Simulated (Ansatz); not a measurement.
Crystal: As.

```
As
1.0
     2.70368    0.00000    0.00000
     0.00000    2.70368    0.00000
     0.00000    0.00000    2.70368
As
1
Direct
  0.50000 0.50000 0.50000
```

This isn't the form of As at room conditions, which is rhombohedral.

Base run:

| Property | Result |
| --- | --- |
| Program | Ansatz 0.2.0 |
| Functional | BLYP |
| Potentials or basis | Ansatz PAW |
| Cutoff | 420 eV (not typed: the program's choice for these potentials) |
| k mesh | 10 × 10 × 10 |
| Occupations | fermi-dirac, width 0.05 eV |
| Spin | no spin polarisation |

Its results: band gap on the k mesh none (metal or under the smearing width); pressure 8.6 GPa.

**Question.** After a change of settings the same cell gave: band gap on the k mesh none (metal or under the smearing width); pressure 3.8 GPa. Which change was it?
A. functional from BLYP to RPBE
B. functional from BLYP to r2SCAN; cutoff from 420 eV (not typed: the program's choice for these potentials) to 500 eV (not typed: the program's choice for these potentials)
C. functional from BLYP to PBEsol

**Answer.** A.

Caveats: the PAW data sets come from PBE, with cores solved anew for the run's functional, which leaves a small shift of forces and pressure.

Runs at the PBE level aren't shown here.
